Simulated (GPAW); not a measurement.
# Pd (Fm-3m) in GPAW: a series of runs

The runs below take Pd through equation of state, with PBE, revTPSS+D3, SOGGA.

Program: GPAW 26.7.0. These are calculated values, not measurements. Logs are shortened: lines on timing, memory, paths and dates and some standing lists are left out, and cuts for length are marked. The log counts tension as positive stress, the text compression.

### Step 1. The crystal as given

It takes space group Fm-3m (No. 225, cubic). The conventional cell has a = 3.893 Å, b = 3.893 Å, c = 3.893 Å, α = 90.00°, β = 90.00°, γ = 90.00°. Around Pd (site symmetry m-3m) lie 12 Pd at 2.75 Å.

### Step 2. Equation of state, PBE

File run.py:

```python
from ase.eos import EquationOfState
from ase.io import Trajectory, read
from ase.units import GPa
from gpaw import GPAW

atoms = read('Pd.cif')

traj = Trajectory('eos.traj', 'w')
volumes, energies = [], []
for x in [0.94, 0.96, 0.98, 1.0, 1.02, 1.04, 1.06]:
    a = atoms.copy()
    a.set_cell(atoms.cell * x**(1 / 3), scale_atoms=True)
    calc = GPAW(mode='fd',
                h=0.16,
                xc='PBE',
                kpts={'size': (9, 9, 9), 'gamma': True},
                occupations={'name': 'fermi-dirac', 'width': 0.05},
                nbands=17,
                convergence={'density': 1e-05, 'energy': 1e-05},
                maxiter=150,
                txt=f'eos-{x:.2f}.txt')
    a.calc = calc
    energies.append(a.get_potential_energy(force_consistent=True))
    volumes.append(a.get_volume())
    calc.write(f'eos-{x:.2f}.gpw')
    traj.write(a)
    print(f'{x:.2f} {volumes[-1]:10.4f} A^3 {energies[-1]:14.6f} eV', flush=True)

v0, e0, B = EquationOfState(volumes, energies, eos='birchmurnaghan').fit()
print(f'V0 = {v0:.4f} A^3, E0 = {e0:.6f} eV, B0 = {B / GPa:.2f} GPa')
```

File Pd.cif:

```cif
data_Pd
_cell_length_a 2.75276670
_cell_length_b 2.75276670
_cell_length_c 2.75276670
_cell_angle_alpha 60.00000000
_cell_angle_beta 60.00000000
_cell_angle_gamma 60.00000000
_space_group_name_H-M_alt 'P1'
_space_group_name_Hall 'P 1'
_space_group_IT_number 1
loop_
_space_group_symop_operation_xyz
'x,y,z'
loop_
_atom_site_label
_atom_site_type_symbol
_atom_site_symmetry_multiplicity
_atom_site_Wyckoff_symbol
_atom_site_fract_x
_atom_site_fract_y
_atom_site_fract_z
_atom_site_occupancy
Pd1 Pd 1 a 0.0000000000 0.0000000000 0.0000000000 1
```

Potentials or basis: GPAW PAW data sets (gpaw-data 1.2.1), fd.

Started as:

```console
> OMP_NUM_THREADS=1 python run.py
```

The program printed:

```text
__  _  _
 | _ |_)|_||  |
 |__||  | ||/\| - 26.7.0

Input parameters:
  mode=FD(),
  convergence={'density': 1e-05, 'energy': 1e-05},
  h=0.16,
  kpts=MonkhorstPack(size=(9, 9, 9), gamma=True),
  maxiter=150,
  nbands=17,
  occupations=Occupations(name='fermi-dirac', width=0.05),
  xc=XC(name='PBE')

Diagonalizing LCAO Hamiltonian
Converting LCAO to fd mode

       Pd

Atoms  # Å, Bohr magnetons
|   | symbol |        x |        y |        z |    initial magnetic moments |
|---|--------|----------|----------|----------|-----------------------------|
| 0 |     Pd | 0.000000 | 0.000000 | 0.000000 | ( 0.0000,  0.0000,  0.0000) |

Unit cell  # Å
| periodic |        x |        y |        z |  lengths |    angles |
|----------|----------|----------|----------|----------|-----------|
|      yes | 2.696572 | 0.000000 | 0.000000 | 2.696572 | 60.000000 |
|      yes | 1.348286 | 2.335300 | 0.000000 | 2.696572 | 60.000000 |
|      yes | 1.348286 | 0.778433 | 2.201742 | 2.696572 | 60.000000 |

Number of symmetries: 48
Symmetry operations  # r_c * U_cc + t_c -> r_c
|    | kind |            matrix            |
|----|------|------------------------------|
|  0 |  σ   |  1, 0, 0,  1, 0,-1,  1,-1, 0 |
|  1 |  C2  |  1, 0, 0,  1,-1, 0,  1, 0,-1 |
|  2 |  E   |  1, 0, 0,  0, 1, 0,  0, 0, 1 |
|  3 |  σ   |  1, 0, 0,  0, 0, 1,  0, 1, 0 |
|  4 |  C4  |  1, 0,-1,  1, 0, 0,  1,-1, 0 |
|  5 |  S6  |  1, 0,-1,  1,-1, 0,  1, 0, 0 |
|  6 |  σ   |  1, 0,-1,  0, 1,-1,  0, 0,-1 |
|  7 |  C3  |  1, 0,-1,  0, 0,-1,  0, 1,-1 |
|  8 |  S6  |  1,-1, 0,  1, 0, 0,  1, 0,-1 |
|  9 |  C4  |  1,-1, 0,  1, 0,-1,  1, 0, 0 |
| 10 |  C3  |  1,-1, 0,  0,-1, 1,  0,-1, 0 |
| 11 |  σ   |  1,-1, 0,  0,-1, 0,  0,-1, 1 |
| 12 |  σ   |  0, 1, 0,  1, 0, 0,  0, 0, 1 |
| 13 |  C4  |  0, 1, 0,  0, 1,-1, -1, 1, 0 |
| 14 |  C3  |  0, 1, 0,  0, 0, 1,  1, 0, 0 |
| 15 |  S6  |  0, 1, 0, -1, 1, 0,  0, 1,-1 |
| 16 |  C2  |  0, 1,-1,  1, 0,-1,  0, 0,-1 |
| 17 |  σ   |  0, 1,-1,  0, 1, 0, -1, 1, 0 |
| 18 |  S4  |  0, 1,-1,  0, 0,-1,  1, 0,-1 |
| 19 |  C4  |  0, 1,-1, -1, 1, 0,  0, 1, 0 |
| 20 |  C3  |  0, 0, 1,  1, 0, 0,  0, 1, 0 |
| 21 |  σ   |  0, 0, 1,  0, 1, 0,  1, 0, 0 |
| 22 |  S6  |  0, 0, 1,  0,-1, 1, -1, 0, 1 |
| 23 |  C4  |  0, 0, 1, -1, 0, 1,  0,-1, 1 |
| 24 |  S4  |  0, 0,-1,  1, 0,-1,  0, 1,-1 |
| 25 |  C3  |  0, 0,-1,  0, 1,-1,  1, 0,-1 |
| 26 |  C2  |  0, 0,-1,  0,-1, 0, -1, 0, 0 |
| 27 |  S6  |  0, 0,-1, -1, 0, 0,  0,-1, 0 |
| 28 |  S4  |  0,-1, 1,  1,-1, 0,  0,-1, 0 |
| 29 |  C4  |  0,-1, 1,  0, 0, 1, -1, 0, 1 |
| 30 |  C2  |  0,-1, 1,  0,-1, 0,  1,-1, 0 |
| 31 |  σ   |  0,-1, 1, -1, 0, 1,  0, 0, 1 |
| 32 |  C3  |  0,-1, 0,  1,-1, 0,  0,-1, 1 |
| 33 |  S6  |  0,-1, 0,  0, 0,-1, -1, 0, 0 |
| 34 |  S4  |  0,-1, 0,  0,-1, 1,  1,-1, 0 |
| 35 |  C2  |  0,-1, 0, -1, 0, 0,  0, 0,-1 |
| 36 |  C2  | -1, 1, 0,  0, 1, 0,  0, 1,-1 |
| 37 |  S6  | -1, 1, 0,  0, 1,-1,  0, 1, 0 |
| 38 |  S4  | -1, 1, 0, -1, 0, 1, -1, 0, 0 |
| 39 |  C3  | -1, 1, 0, -1, 0, 0, -1, 0, 1 |
| 40 |  S6  | -1, 0, 1,  0, 0, 1,  0,-1, 1 |
| 41 |  C2  | -1, 0, 1,  0,-1, 1,  0, 0, 1 |
| 42 |  C3  | -1, 0, 1, -1, 1, 0, -1, 0, 0 |
| 43 |  S4  | -1, 0, 1, -1, 0, 0, -1, 1, 0 |
| 44 |  C2  | -1, 0, 0,  0, 0,-1,  0,-1, 0 |
| 45 |  i   | -1, 0, 0,  0,-1, 0,  0, 0,-1 |
| 46 |  σ   | -1, 0, 0, -1, 1, 0, -1, 0, 1 |
| 47 |  C2  | -1, 0, 0, -1, 0, 1, -1, 1, 0 |

BZ-sampling:
  Number of BZ points: 729
  Number of IBZ points: 35

  Monkhorst-Pack size: [9, 9, 9]
  Monkhorst-Pack shift: [0, 0, 0]

K-points  # in reciprocal-cell coordinates
|     |                                coordinates |     weight |
|-----|--------------------------------------------|------------|
|   0 | (  0.00000000,   0.00000000,   0.00000000) | 0.00137174 |
|   1 | (  0.11111111,   0.11111111,   0.00000000) | 0.00823045 |
|   2 | (  0.11111111,   0.11111111,   0.11111111) | 0.01097394 |
|   3 | (  0.22222222,   0.11111111,   0.11111111) | 0.01646091 |
|   4 | (  0.22222222,   0.22222222,   0.00000000) | 0.00823045 |
|   5 | (  0.22222222,   0.22222222,   0.11111111) | 0.03292181 |
|   6 | (  0.22222222,   0.22222222,   0.22222222) | 0.01097394 |
|   7 | (  0.33333333,   0.22222222,   0.11111111) | 0.03292181 |
|   8 | (  0.33333333,   0.22222222,   0.22222222) | 0.03292181 |
|   9 | (  0.33333333,   0.33333333,  -0.33333333) | 0.01646091 |
| ... |                                            |            |
|  34 | (  0.44444444,   0.44444444,   0.44444444) | 0.01097394 |

Uniform wave function grid shape: (np.int64(12), np.int64(12), np.int64(12))
Spin-components: 1 (collinear spins)
Bands:           17
Projectors:      6
Spin-degeneracy: 2
Datatype:        complex128

Parallelization:
  kpt:    1
  domain: 1
  band:   1

Density:
  Valence electrons: 16.0
  Components: 1
  Grid points: [12 12 12]
  Charge: 0.0  # |e|

Potential:
  Grid points: [12 12 12]

species:
  Pd:
    name:    Palladium
    Z:       46.0
    valence: 16
    core:    30
    charge:  0.0  # [|e|]
    compensation charges:
      type: gauss
      rc: 0.38  # [Å]
      lmax: 2
    cutoffs:
      filter: 2.38  # [Å]
      core: 2.28  # [Å]
    projectors
    | kind |    occ | energy [eV] | rcut [Å] |
    |------|--------|-------------|----------|
    |   5s |  0.000 |      -3.315 |    1.228 |
    |   4p |  6.000 |     -51.209 |    1.360 |
    |   5p |  0.000 |      -0.314 |    1.360 |
    |   4d | 10.000 |      -4.047 |    1.228 |
    |    s |        |      23.896 |    1.228 |
    |    d |        |      23.165 |    1.228 |

    Using partial waves for Pd as LCAO basis

Reference energy: -137227.490718  # eV

eigensolver:
  PPCG
  Converge bands: occupied
  niter=2

density mixing:
  MSR1-Mixer
  Pratt-step length: 0.05
  Maximum mixing coefficient: 0.75
  Old densities: 10
  SVD Regularization: 0.005
  Good broyden scale: 1.0
  Trust region scale: 1.0
  Backstep threshold: 4.0
  History deletion threshold: 6.0
  Fourier metric: weight=20.0, sigma=0.015

occupation numbers:
  Fermi-Dirac:
    width: 0.0500  # eV

FastPoissonSolver using
    Stencil: 12*3+1=37 point O(h^6) finite-difference Laplacian
    FFT axes: [np.int64(0), np.int64(1), np.int64(2)]
    FST axes: []

xc functional:
  name: PBE with 2 nearest neighbor stencil
interpolation: tri-quintic # 5. degree polynomial

convergence criteria:
- Maximum integral of absolute [dens]ity change: 1e-05 electrons / valence electron
- Maximum [total energy] change in last 3 cyles: 1e-05 eV / valence electron
- Maximum integral of absolute [eigenst]ate change: 4e-08 eV^2 / valence electron
maximum number of iterations: 150

SCF iterations
|iter     | |      energy | eigst |  dens |
|---------|-|-------------|-------|-------|
|iter:   1| |   -4.798793 | +0.32 |       |
|iter:   2| |   -4.595260 | -1.27 | -1.00 |
|iter:   3| |   -3.880209 | -0.82 | -1.05 |
|iter:   4| |   -3.869009 | -2.22 | -2.06 |
|iter:   5| |   -3.865387 | -2.95 | -2.19 |
|iter:   6| |   -3.865410 | -4.20 | -3.58 |
|iter:   7| |   -3.865414c| -5.16 | -4.02 |
|iter:   8| |   -3.865414c| -6.30 | -4.82 |
|iter:   9| |   -3.865414c| -7.26 | -5.51c|
|iter:  10| |   -3.865414c| -7.96c| -6.23c|

Converged in 10 steps
Energy contributions relative to reference atoms: (reference = -137227.490718)

Energy contributions:
  Kinetic:           2.530067
  Coulomb:          -6.312467
  Zero:             -0.100094
  External:          0.000000
  Xc:                0.025202
  Entropy:          -0.016245
  Spinorbit:         0.000000
  ----------------------------
  Free energy:      -3.873537
  Extrapolated:     -3.865414

dipole moment: (-16.043187, -9.262538, -6.549604)  # |e|*Ang

Fermi level: 10.518
Eigenvalues  # (at kpt = [0.000, 0.000, 0.000])
| band index |      eig [eV] | occ [0-2] |
|------------|---------------|-----------|
|          0 |       -39.281 |     2.000 |
|          1 |       -39.279 |     2.000 |
|          2 |       -39.279 |     2.000 |
|          3 |         2.935 |     2.000 |
|          4 |         7.404 |     2.000 |
|          5 |         7.404 |     2.000 |
[... 9 lines left out ...]
|         15 |        41.996 |     0.000 |
|         16 |        41.996 |     0.000 |

No gap
No difference between direct/indirect transitions
# Writing to eos-0.94.gpw (mode='')
```

Wall time 3.3 min (1 thread of Arm Neoverse V1, shared host); peak memory 0.61 GiB.

What came out:

```yaml
Equilibrium_volume: "14.43 Å³/atom (rough: see the caveat)"
Bulk_modulus: 463 GPa (rough)
```

Energy against volume, from the lowest point:
```
volume (Å³/atom)  energy (meV/atom)
          13.865              65.77
          14.160              27.97
          14.455               0.00
          14.750              42.60
          15.045              32.74
          15.340              29.57
          15.635              32.45
```

Caveat: the energies scatter about the fit; the fit is doubtful: noisy points or a state that changes with volume.

### Step 3. Equation of state, revTPSS+D3

File run.py:

```python
import spglib
from ase import Atoms
from ase.calculators.mixing import SumCalculator
from ase.eos import EquationOfState
from ase.io import Trajectory, read
from ase.units import GPa
from dftd3.ase import DFTD3
from gpaw import GPAW, PW

atoms = read('Pd.cif')
cell, positions, numbers = spglib.find_primitive(
    (atoms.cell[:], atoms.get_scaled_positions(), atoms.numbers), symprec=1e-4)
atoms = Atoms(numbers, cell=cell, scaled_positions=positions, pbc=True)

traj = Trajectory('eos.traj', 'w')
volumes, energies = [], []
for x in [0.94, 0.96, 0.98, 1.0, 1.02, 1.04, 1.06]:
    a = atoms.copy()
    a.set_cell(atoms.cell * x**(1 / 3), scale_atoms=True)
    calc = GPAW(mode=PW(600),
                xc='MGGA_X_REVTPSS+MGGA_C_REVTPSS',
                kpts={'size': (9, 9, 9), 'gamma': True},
                occupations={'name': 'fermi-dirac', 'width': 0.05},
                nbands=17,
                convergence={'density': 1e-05, 'energy': 1e-05},
                eigensolver='davidson',
                maxiter=150,
                txt=f'eos-{x:.2f}.txt')
    a.calc = SumCalculator([calc, DFTD3(method='revtpss', damping='d3zero')])
    energies.append(a.get_potential_energy())
    volumes.append(a.get_volume())
    p = -a.get_stress()[:3].mean() / GPa
    calc.write(f'eos-{x:.2f}.gpw')
    traj.write(a)
    print(f'{x:.2f} {volumes[-1]:10.4f} A^3 {energies[-1]:14.6f} eV {p:9.3f} GPa', flush=True)

v0, e0, B = EquationOfState(volumes, energies, eos='birchmurnaghan').fit()
print(f'V0 = {v0:.4f} A^3, E0 = {e0:.6f} eV, B0 = {B / GPa:.2f} GPa')
```

File Pd.cif:

```cif
data_Pd
_cell_length_a 3.89300000
_cell_length_b 3.89300000
_cell_length_c 3.89300000
_cell_angle_alpha 90.00000000
_cell_angle_beta 90.00000000
_cell_angle_gamma 90.00000000
_space_group_name_H-M_alt 'Fm-3m'
_space_group_name_Hall '-F 4 2 3'
_space_group_IT_number 225
loop_
_space_group_symop_operation_xyz
'x,y,z'
'-x,-y,-z'
'-y,x,z'
'y,-x,-z'
'-x,-y,z'
'x,y,-z'
'y,-x,z'
'-y,x,-z'
'x,-y,-z'
'-x,y,z'
'-y,-x,-z'
'y,x,z'
'-x,y,-z'
'x,-y,z'
'y,x,-z'
'-y,-x,z'
'z,x,y'
'-z,-x,-y'
'z,-y,x'
'-z,y,-x'
'z,-x,-y'
'-z,x,y'
'z,y,-x'
'-z,-y,x'
'-z,x,-y'
'z,-x,y'
'-z,-y,-x'
'z,y,x'
'-z,-x,y'
'z,x,-y'
'-z,y,x'
'z,-y,-x'
'y,z,x'
'-y,-z,-x'
'x,z,-y'
'-x,-z,y'
'-y,z,-x'
'y,-z,x'
'-x,z,y'
'x,-z,-y'
'-y,-z,x'
'y,z,-x'
'-x,-z,-y'
'x,z,y'
'y,-z,-x'
'-y,z,x'
'x,-z,y'
'-x,z,-y'
'x,y+1/2,z+1/2'
'-x,-y+1/2,-z+1/2'
'-y,x+1/2,z+1/2'
[... 62 lines left out ...]
'-z+1/2,-x,-y+1/2'
'z+1/2,-y,x+1/2'
'-z+1/2,y,-x+1/2'
'z+1/2,-x,-y+1/2'
'-z+1/2,x,y+1/2'
'z+1/2,y,-x+1/2'
'-z+1/2,-y,x+1/2'
'-z+1/2,x,-y+1/2'
'z+1/2,-x,y+1/2'
'-z+1/2,-y,-x+1/2'
'z+1/2,y,x+1/2'
'-z+1/2,-x,y+1/2'
'z+1/2,x,-y+1/2'
'-z+1/2,y,x+1/2'
'z+1/2,-y,-x+1/2'
'y+1/2,z,x+1/2'
'-y+1/2,-z,-x+1/2'
'x+1/2,z,-y+1/2'
'-x+1/2,-z,y+1/2'
'-y+1/2,z,-x+1/2'
'y+1/2,-z,x+1/2'
'-x+1/2,z,y+1/2'
'x+1/2,-z,-y+1/2'
'-y+1/2,-z,x+1/2'
'y+1/2,z,-x+1/2'
'-x+1/2,-z,-y+1/2'
'x+1/2,z,y+1/2'
'y+1/2,-z,-x+1/2'
'-y+1/2,z,x+1/2'
'x+1/2,-z,y+1/2'
'-x+1/2,z,-y+1/2'
'x+1/2,y+1/2,z'
'-x+1/2,-y+1/2,-z'
'-y+1/2,x+1/2,z'
'y+1/2,-x+1/2,-z'
'-x+1/2,-y+1/2,z'
'x+1/2,y+1/2,-z'
'y+1/2,-x+1/2,z'
'-y+1/2,x+1/2,-z'
'x+1/2,-y+1/2,-z'
'-x+1/2,y+1/2,z'
'-y+1/2,-x+1/2,-z'
'y+1/2,x+1/2,z'
'-x+1/2,y+1/2,-z'
'x+1/2,-y+1/2,z'
'y+1/2,x+1/2,-z'
'-y+1/2,-x+1/2,z'
'z+1/2,x+1/2,y'
'-z+1/2,-x+1/2,-y'
'z+1/2,-y+1/2,x'
'-z+1/2,y+1/2,-x'
'z+1/2,-x+1/2,-y'
'-z+1/2,x+1/2,y'
'z+1/2,y+1/2,-x'
'-z+1/2,-y+1/2,x'
'-z+1/2,x+1/2,-y'
'z+1/2,-x+1/2,y'
'-z+1/2,-y+1/2,-x'
'z+1/2,y+1/2,x'
'-z+1/2,-x+1/2,y'
'z+1/2,x+1/2,-y'
'-z+1/2,y+1/2,x'
'z+1/2,-y+1/2,-x'
'y+1/2,z+1/2,x'
'-y+1/2,-z+1/2,-x'
'x+1/2,z+1/2,-y'
'-x+1/2,-z+1/2,y'
'-y+1/2,z+1/2,-x'
'y+1/2,-z+1/2,x'
'-x+1/2,z+1/2,y'
'x+1/2,-z+1/2,-y'
'-y+1/2,-z+1/2,x'
'y+1/2,z+1/2,-x'
'-x+1/2,-z+1/2,-y'
'x+1/2,z+1/2,y'
'y+1/2,-z+1/2,-x'
'-y+1/2,z+1/2,x'
'x+1/2,-z+1/2,y'
'-x+1/2,z+1/2,-y'
loop_
_atom_site_label
_atom_site_type_symbol
_atom_site_symmetry_multiplicity
_atom_site_Wyckoff_symbol
_atom_site_fract_x
_atom_site_fract_y
_atom_site_fract_z
_atom_site_occupancy
Pd1 Pd 4 a 0.0000000000 0.0000000000 0.0000000000 1
```

Potentials or basis: GPAW PAW data sets (gpaw-data 1.2.1), pw.

Started as:

```console
> OMP_NUM_THREADS=1 python run.py
```

It took 3 min on 1 thread of Arm Neoverse V1, shared host; peak memory 0.61 GiB.

Results (log left out):

| Item | Value |
| --- | --- |
| Equilibrium volume | 13.77 Å³/atom (rough: see the caveat) |
| Bulk modulus | 254 GPa (rough) |

Energy against volume, from the lowest point:
| volume (Å³/atom) | energy (meV/atom) |
| --- | --- |
| 13.865 | 0.00 |
| 14.160 | 7.76 |
| 14.455 | 23.78 |
| 14.750 | 46.95 |
| 15.045 | 76.33 |
| 15.340 | 111.02 |
| 15.635 | 150.25 |

Caveat: the minimum lies outside the volumes run; the PAW data sets were made with another functional, which shifts forces and pressure a little.

### Step 4. Equation of state, SOGGA

File run.py:

```python
from ase.eos import EquationOfState
from ase.io import Trajectory
from ase.spacegroup import crystal
from ase.units import GPa
from gpaw import GPAW, PW, setup_paths

setup_paths.insert(0, '.')

# Pd 4a
atoms = crystal(['Pd'],
                basis=[[0.0, 0.0, 0.0]],
                spacegroup=225, setting=1,  # Fm-3m
                cellpar=[3.893, 3.893, 3.893, 90.0, 90.0, 90.0],
                primitive_cell=True)

traj = Trajectory('eos.traj', 'w')
volumes, energies = [], []
for x in [0.94, 0.96, 0.98, 1.0, 1.02, 1.04, 1.06]:
    a = atoms.copy()
    a.set_cell(atoms.cell * x**(1 / 3), scale_atoms=True)
    calc = GPAW(mode=PW(600),
                xc='GGA_X_SOGGA+GGA_C_PBE_SOL',
                kpts={'size': (9, 9, 9), 'gamma': True},
                occupations={'name': 'fermi-dirac', 'width': 0.05},
                nbands=17,
                convergence={'density': 1e-05, 'energy': 1e-05},
                maxiter=150,
                txt=f'eos-{x:.2f}.txt')
    a.calc = calc
    energies.append(a.get_potential_energy(force_consistent=True))
    volumes.append(a.get_volume())
    p = -a.get_stress()[:3].mean() / GPa
    calc.write(f'eos-{x:.2f}.gpw')
    traj.write(a)
    print(f'{x:.2f} {volumes[-1]:10.4f} A^3 {energies[-1]:14.6f} eV {p:9.3f} GPa', flush=True)

v0, e0, B = EquationOfState(volumes, energies, eos='birchmurnaghan').fit()
print(f'V0 = {v0:.4f} A^3, E0 = {e0:.6f} eV, B0 = {B / GPa:.2f} GPa')
```

Potentials or basis: PAW data sets generated in the run's folder for this functional, pw.

Started as:

```console
> gpaw-setup -f GGA_X_SOGGA+GGA_C_PBE_SOL Pd
> OMP_NUM_THREADS=1 python run.py
```

Wall time 43 s (1 thread of Arm Neoverse V1, shared host); peak memory 0.17 GiB.

It converged, with:

```yaml
Equilibrium_volume: 14.54 Å³/atom
Bulk_modulus: 207 GPa
Pressure_derivative_of_the_bulk_modulus: 5.5
```

Energy against volume, from the lowest point:
```csv
volume (Å³/atom),energy (meV/atom)
13.865,22.07
14.160,6.45
14.455,0.00
14.750,1.60
15.045,10.25
15.340,25.07
15.635,45.30
```
